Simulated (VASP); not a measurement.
# CdTe (F-43m) in VASP: a series of runs

Aim: see how the results for CdTe move with the level of theory and the settings. Levels: PBE, HSE06. Tasks: single point.

All numbers are computed with VASP 6.6.1; they aren't measurements. Logs are shortened: lines on timing, memory, paths and dates and some standing lists are left out, and cuts for length are marked.

## Step 1: The structure

The structure is cubic, space group F-43m (No. 216). Conventional cell: a = 6.622 Å, b = 6.622 Å, c = 6.622 Å, α = 90.00°, β = 90.00°, γ = 90.00°. Cd (site symmetry -43m) has 4 Te at 2.87 Å as nearest neighbours. Around Te (site symmetry -43m) lie 4 Cd at 2.87 Å.

## Step 2: Single point, PBE

Contents of INCAR:

```
SYSTEM = CdTe
PREC     = Normal         ! precision mode
ENCUT    = 450            ! plane-wave cutoff, eV
EDIFF    = 1E-7           ! SCF threshold, eV
ISMEAR   = 0              ! smearing method
SIGMA    = 0.01           ! smearing width, eV
LREAL    = Auto         
LASPH    = .True.         ! aspherical terms in the spheres
NELM     = 80             ! most SCF steps
ALGO     = Fast           ! electronic algorithm
ISIF     = 2              ! what is computed and relaxed
LWAVE    = .False.        ! write WAVECAR
LCHARG   = .False.        ! write CHGCAR
GGA      = PE             ! functional
ICORELEVEL= 1
```

Contents of KPOINTS:

```
Automatic mesh
0
Monkhorst
  2 2 2
  0 0 0
```

Contents of POSCAR:

```
CdTe
1.0
    6.6222820000      6.6222820000      6.6222820000
   -6.6222820000     -6.6222820000      6.6222820000
    6.6222820000     -6.6222820000     -6.6222820000
Cd Te
16 16
Direct
    0.0000000000      0.2500000000      0.7500000000
    0.2500000000      0.0000000000      0.7500000000
    0.0000000000      0.5000000000      0.5000000000
    0.2500000000      0.2500000000      0.5000000000
    0.5000000000      0.0000000000      0.5000000000
    0.5000000000      0.7500000000      0.7500000000
    0.7500000000      0.5000000000      0.7500000000
    0.0000000000      0.0000000000      0.0000000000
    0.0000000000      0.7500000000      0.2500000000
    0.2500000000      0.5000000000      0.2500000000
    0.5000000000      0.2500000000      0.2500000000
    0.7500000000      0.0000000000      0.2500000000
    0.7500000000      0.7500000000      0.5000000000
    0.2500000000      0.7500000000      0.0000000000
    0.5000000000      0.5000000000      0.0000000000
    0.7500000000      0.2500000000      0.0000000000
    0.2500000000      0.2500000000      0.7500000000
    0.5000000000      0.0000000000      0.7500000000
    0.2500000000      0.5000000000      0.5000000000
    0.5000000000      0.2500000000      0.5000000000
    0.7500000000      0.0000000000      0.5000000000
    0.7500000000      0.7500000000      0.7500000000
    0.0000000000      0.5000000000      0.7500000000
    0.2500000000      0.0000000000      0.0000000000
    0.2500000000      0.7500000000      0.2500000000
    0.5000000000      0.5000000000      0.2500000000
    0.7500000000      0.2500000000      0.2500000000
    0.0000000000      0.0000000000      0.2500000000
    0.0000000000      0.7500000000      0.5000000000
    0.5000000000      0.7500000000      0.0000000000
    0.7500000000      0.5000000000      0.0000000000
    0.0000000000      0.2500000000      0.0000000000
```

Potentials or basis: VASP PAW PBE potentials, release 64 (Cd, Te).

Started as:

```
> cat potpaw_PBE.64/Cd/POTCAR potpaw_PBE.64/Te/POTCAR > POTCAR
> mpirun -np 1 vasp_std > vasp.out
```

OUTCAR:

```text
SYSTEM = CdTe
   PREC = Normal
   ENCUT = 450
   EDIFF = 1E-7
   ISMEAR = 0
   LREAL = Auto
   LASPH = .True.
   NELM = 80
   ISIF = 2
   GGA = PE

 ion  position               nearest neighbor table
   1  0.000  0.250  0.750-  17 2.87  21 2.87  23 2.87  32 2.87
   2  0.250  0.000  0.750-  17 2.87  18 2.87  24 2.87  29 2.87
   3  0.000  0.500  0.500-  19 2.87  23 2.87  27 2.87  29 2.87
   4  0.250  0.250  0.500-  17 2.87  19 2.87  20 2.87  28 2.87
   5  0.500  0.000  0.500-  18 2.87  20 2.87  21 2.87  25 2.87
   6  0.500  0.750  0.750-  18 2.87  19 2.87  22 2.87  30 2.87
[... 24 lines left out ...]
  31  0.750  0.500  0.000-   7 2.87   9 2.87  15 2.87  16 2.87
  32  0.000  0.250  0.000-   1 2.87   8 2.87  10 2.87  16 2.87

  LATTYP: Found a body centered cubic cell.
 ALAT       =    13.2445640000

  Lattice vectors:

 A1 = (   6.6222820000,   6.6222820000,   6.6222820000)
 A2 = (  -6.6222820000,  -6.6222820000,   6.6222820000)
 A3 = (   6.6222820000,  -6.6222820000,  -6.6222820000)

Analysis of symmetry for initial positions (statically):
=====================================================================
 Subroutine PRICEL returns following result:

  LATTYP: Found a face centered cubic cell.
 ALAT       =     6.6222820000

  Lattice vectors:

 A1 = (  -3.3111410000,  -3.3111410000,   0.0000000000)
 A2 = (  -3.3111410000,   0.0000000000,  -3.3111410000)
 A3 = (   0.0000000000,  -3.3111410000,  -3.3111410000)

  16 primitive cells build up your supercell.

 Routine SETGRP: Setting up the symmetry group for a
 body centered cubic supercell.

 Subroutine GETGRP returns: Found 24 space group operations
 (whereof 24 operations were pure point group operations)
 out of a pool of 48 trial point group operations.

The static configuration has the point symmetry T_d .

Analysis of symmetry for dynamics (positions and initial velocities):
=====================================================================
 Subroutine PRICEL returns following result:

  LATTYP: Found a face centered cubic cell.
 ALAT       =     6.6222820000

  Lattice vectors:

 A1 = (  -3.3111410000,  -3.3111410000,   0.0000000000)
 A2 = (  -3.3111410000,   0.0000000000,  -3.3111410000)
 A3 = (   0.0000000000,  -3.3111410000,  -3.3111410000)

  16 primitive cells build up your supercell.
[... 141 lines left out ...]
       3d   -387.7963  4s   -100.2302  4p    -61.2870
   4-  1s -26514.0241  2s  -3931.1880  2p  -3526.4435  3s   -728.0559  3p   -595.3452
       3d   -387.7963  4s   -100.2302  4p    -61.2870
   5-  1s -26514.0241  2s  -3931.1880  2p  -3526.4435  3s   -728.0559  3p   -595.3452
       3d   -387.7963  4s   -100.2302  4p    -61.2870
   6-  1s -26514.0241  2s  -3931.1880  2p  -3526.4435  3s   -728.0559  3p   -595.3452
       3d   -387.7963  4s   -100.2302  4p    -61.2870
   7-  1s -26514.0241  2s  -3931.1880  2p  -3526.4435  3s   -728.0559  3p   -595.3452
       3d   -387.7963  4s   -100.2302  4p    -61.2870
   8-  1s -26514.0241  2s  -3931.1880  2p  -3526.4435  3s   -728.0559  3p   -595.3452
       3d   -387.7963  4s   -100.2302  4p    -61.2870
   9-  1s -26514.0241  2s  -3931.1880  2p  -3526.4435  3s   -728.0559  3p   -595.3452
[... 33 lines left out ...]
  26-  1s -31613.4413  2s  -4841.0134  2p  -4344.4105  3s   -957.2153  3p   -795.8733
       3d   -552.1250  4s   -156.6958  4p   -106.7314  4d    -34.0438
  27-  1s -31613.4413  2s  -4841.0134  2p  -4344.4105  3s   -957.2153  3p   -795.8733
       3d   -552.1250  4s   -156.6958  4p   -106.7314  4d    -34.0438
  28-  1s -31613.4413  2s  -4841.0134  2p  -4344.4105  3s   -957.2153  3p   -795.8733
       3d   -552.1250  4s   -156.6958  4p   -106.7314  4d    -34.0438
  29-  1s -31613.4413  2s  -4841.0134  2p  -4344.4105  3s   -957.2153  3p   -795.8733
       3d   -552.1250  4s   -156.6958  4p   -106.7314  4d    -34.0438
  30-  1s -31613.4413  2s  -4841.0134  2p  -4344.4105  3s   -957.2153  3p   -795.8733
       3d   -552.1250  4s   -156.6958  4p   -106.7314  4d    -34.0438
  31-  1s -31613.4413  2s  -4841.0134  2p  -4344.4105  3s   -957.2153  3p   -795.8733
       3d   -552.1250  4s   -156.6958  4p   -106.7314  4d    -34.0438
  32-  1s -31613.4413  2s  -4841.0134  2p  -4344.4105  3s   -957.2153  3p   -795.8733
       3d   -552.1250  4s   -156.6958  4p   -106.7314  4d    -34.0438

 E-fermi :   1.5147     XC(G=0):  -8.3008

 val. band max:        1.4561329432   @ k =  -0.2500   0.2500   0.2500
 cond. band min:       3.6232338811   @ k =  -0.2500   0.2500   0.2500
 fundamental gap:      2.1671009380
 Fermi energy:         1.5147367956

 k-point     1 :       0.2500    0.2500    0.2500
  band No.  band energies     occupation
      1      -8.8729      2.00000
      2      -8.8729      2.00000
      3      -8.8729      2.00000
      4      -8.8729      2.00000
      5      -8.6544      2.00000
      6      -8.6544      2.00000
[... 148 lines left out ...]
    155       4.7140      0.00000
    156       4.7140      0.00000

 k-point     2 :      -0.2500    0.2500    0.2500
  band No.  band energies     occupation
      1      -8.9770      2.00000
      2      -8.7848      2.00000
      3      -8.7848      2.00000
      4      -8.7848      2.00000
      5      -8.7848      2.00000
      6      -8.7064      2.00000
[... 148 lines left out ...]
    155       4.8232      0.00000
    156       5.0220      0.00000
 [bands above 156 left out]

------------------------ aborting loop because EDIFF is reached ----------------------------------------

  FORCE on cell =-STRESS in cart. coord.  units (eV):
  Direction    XX          YY          ZZ          XY          YZ          ZX
  --------------------------------------------------------------------------------------
  -------------------------------------------------------------------------------------
  Total       -3.0707974     -3.0707974     -3.0707974      0.0000000     -0.0000000     -0.0000000
  in kB       -4.2352471     -4.2352471     -4.2352471      0.0000000     -0.0000000     -0.0000000
  external PRESSURE =      -4.2352471 kB  Pullay stress =       0.0000000 kB

 VOLUME and BASIS-vectors are now :
 -----------------------------------------------------------------------------
  energy-cutoff  :      450.00
  volume of cell :     1161.67
      direct lattice vectors                 reciprocal lattice vectors
     6.622282000  6.622282000  6.622282000     0.075502674  0.000000000  0.075502674
    -6.622282000 -6.622282000  6.622282000     0.000000000 -0.075502674  0.075502674
     6.622282000 -6.622282000 -6.622282000     0.075502674 -0.075502674  0.000000000

 POSITION                                       TOTAL-FORCE (eV/Angst)
 -----------------------------------------------------------------------------------
      3.31114     -6.62228     -3.31114         0.000000     -0.000000      0.000000
      6.62228     -3.31114     -3.31114         0.000000     -0.000000      0.000000
      0.00000     -6.62228      0.00000         0.000000     -0.000000      0.000000
      3.31114     -3.31114      0.00000         0.000000     -0.000000      0.000000
      6.62228      0.00000      0.00000         0.000000     -0.000000      0.000000
      3.31114     -6.62228      3.31114         0.000000     -0.000000      0.000000
[... 24 lines left out ...]
      1.65557      1.65557      8.27785        -0.000000      0.000000     -0.000000
     -1.65557     -1.65557      1.65557         0.000000      0.000000     -0.000000
 -----------------------------------------------------------------------------------
    total drift:                                0.000698     -0.000698      0.000664

  FREE ENERGIE OF THE ION-ELECTRON SYSTEM (eV)
  ---------------------------------------------------
  free  energy   TOTEN  =       -77.0079800747 eV

  energy  without entropy=      -77.0079800747  energy(sigma->0) =      -77.00798007
```

It took 7.9 min on 1 thread of Intel Xeon Platinum 8259CL at 2.50GHz (Skylake/Cascade Lake), shared host; peak memory 0.62 GiB.

What came out:

```yaml
Free_energy: -77.0080 eV
Pressure: -0.4 GPa
```

Levels at points of the mesh, in eV from the valence-band top:
| k point | band 141 | band 142 | band 143 | band 144 | band 145 | band 146 | band 147 | band 148 |
| --- | --- | --- | --- | --- | --- | --- | --- | --- |
| (0.25, 0.25, 0.25) | -0.05 | -0.05 | -0.05 | -0.05 | 2.20 | 2.20 | 2.20 | 2.20 |

Core levels (eV, on the scale of the bands):
```
atom                                                                                     levels
1 Cd  1s -26514.0, 2s -3931.2, 2p -3526.4, 3s -728.1, 3p -595.3, 3d -387.8, 4s -100.2, 4p -61.3
2 Cd  1s -26514.0, 2s -3931.2, 2p -3526.4, 3s -728.1, 3p -595.3, 3d -387.8, 4s -100.2, 4p -61.3
3 Cd  1s -26514.0, 2s -3931.2, 2p -3526.4, 3s -728.1, 3p -595.3, 3d -387.8, 4s -100.2, 4p -61.3
4 Cd  1s -26514.0, 2s -3931.2, 2p -3526.4, 3s -728.1, 3p -595.3, 3d -387.8, 4s -100.2, 4p -61.3
5 Cd  1s -26514.0, 2s -3931.2, 2p -3526.4, 3s -728.1, 3p -595.3, 3d -387.8, 4s -100.2, 4p -61.3
6 Cd  1s -26514.0, 2s -3931.2, 2p -3526.4, 3s -728.1, 3p -595.3, 3d -387.8, 4s -100.2, 4p -61.3
```

## Step 3: Single point, HSE06

POSCAR is that of step 2.

Contents of INCAR.step1:

```
ALGO     = Normal         # electronic algorithm
EDIFF    = 1E-5           # SCF threshold, eV
ENCUT    = 400            # plane-wave cutoff, eV
GGA      = PE             # functional
ICORELEVEL= 1            
ISIF     = 2              # what is computed and relaxed
ISMEAR   = 0              # smearing method
LASPH    = True           # aspherical terms in the spheres
LCHARG   = False          # write CHGCAR
LREAL    = Auto         
LUSENCCL = False        
LWAVE    = True           # write WAVECAR
NELM     = 80             # most SCF steps
PREC     = Normal         # precision mode
SIGMA    = 0.01           # smearing width, eV
```

Contents of INCAR.step2:

```
ALGO     = Normal         # electronic algorithm
EDIFF    = 1E-6           # SCF threshold, eV
ENCUT    = 400            # plane-wave cutoff, eV
GGA      = PE             # functional
HFSCREEN = 0.2            # screening, 1/A
ICORELEVEL= 1            
ISIF     = 2              # what is computed and relaxed
ISMEAR   = 0              # smearing method
ISTART   = 1            
LASPH    = True           # aspherical terms in the spheres
LCHARG   = False          # write CHGCAR
LHFCALC  = True           # exact exchange
LREAL    = Auto         
LUSENCCL = False        
LWAVE    = False          # write WAVECAR
NELM     = 80             # most SCF steps
PREC     = Normal         # precision mode
PRECFOCK = Fast         
SIGMA    = 0.01           # smearing width, eV
```

Contents of KPOINTS:

```
k-points
0
Gamma
  1 1 1
```

Potentials or basis: VASP PAW PBE potentials, release 64 (Cd, Te).

Started as:

```
> cat potpaw_PBE.64/Cd/POTCAR potpaw_PBE.64/Te/POTCAR > POTCAR
> cp INCAR.step1 INCAR
> mpirun -np 1 vasp_gam > vasp.out
> cp INCAR.step2 INCAR
> mpirun -np 1 vasp_gam > vasp.out
```

Wall time 9.7 min (1 × NVIDIA H100 80GB with 1 thread of AMD EPYC 7R13 (Zen 3), shared host); peak memory 1.4 GiB.

The run converged. Its results:

- Free energy: -95.5806 eV
- Pressure: -1.2 GPa
- Band gap on the k mesh: 1.41 eV

Levels at points of the mesh, in eV from the valence-band top:
```
           k point  band 142  band 143  band 144  band 145  band 146  band 147
(0.00, 0.00, 0.00)      0.00      0.00      0.00      1.41      3.45      3.45
```

Core levels (eV, on the scale of the bands):
```csv
atom,levels
1 Cd,"1s -26513.5, 2s -3930.6, 2p -3525.9, 3s -727.6, 3p -594.9, 3d -387.3, 4s -100.0, 4p -61.1"
2 Cd,"1s -26513.5, 2s -3930.6, 2p -3525.9, 3s -727.6, 3p -594.9, 3d -387.3, 4s -100.0, 4p -61.1"
3 Cd,"1s -26513.5, 2s -3930.6, 2p -3525.9, 3s -727.6, 3p -594.9, 3d -387.3, 4s -100.0, 4p -61.1"
4 Cd,"1s -26513.5, 2s -3930.6, 2p -3525.9, 3s -727.6, 3p -594.9, 3d -387.3, 4s -100.0, 4p -61.1"
5 Cd,"1s -26513.5, 2s -3930.6, 2p -3525.9, 3s -727.6, 3p -594.9, 3d -387.3, 4s -100.0, 4p -61.1"
6 Cd,"1s -26513.5, 2s -3930.6, 2p -3525.9, 3s -727.6, 3p -594.9, 3d -387.3, 4s -100.0, 4p -61.1"
```

Caveat: the k mesh is coarse (spacing up to 0.67 Å⁻¹), so the values aren't converged, least of all with exact exchange; the PAW data sets were made with another functional, which shifts forces and pressure a little; spin-orbit coupling is left out, which moves the levels of the heavy elements; an odd mesh through Γ misses points on the zone boundary, where band edges often lie.
